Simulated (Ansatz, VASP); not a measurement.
## C in VASP and in Ansatz

```xyz
4
Lattice="-2.1894 2.1894 1.2552 2.1894 -2.1894 1.2552 2.1894 2.1894 -1.2552" Properties=species:S:1:pos:R:3 pbc="T T T"
C     0.7892    0.7892    1.2552
C     1.4002    1.4002    0.0000
C     0.7892   -0.7892    1.2552
C    -0.7892    0.7892    1.2552
```

Alike in both runs: functional PBE; k mesh 8 × 8 × 8; occupations gaussian, width 0.1 eV; no spin polarisation.

Ansatz relaxed the structure, and its values are those at the end. VASP's run is a single point on that final structure, the one shown.

```csv
,VASP,Ansatz
version,VASP 6.6.1,Ansatz 0.2.0
potentials or method,"VASP PAW PBE potentials, release 64 (C)","scalar-relativistic, plane waves, PAW"
plane-wave cutoff (eV),520,420
valence electrons in the cell,16,16
```

```csv
,VASP,Ansatz,Ansatz less VASP
gap on the k mesh at the Fermi level (eV),2.53,2.55,+0.019
least direct gap on the mesh (eV),4.73,4.74,+0.012
pressure (GPa),0.6,0.0,-0.56
```
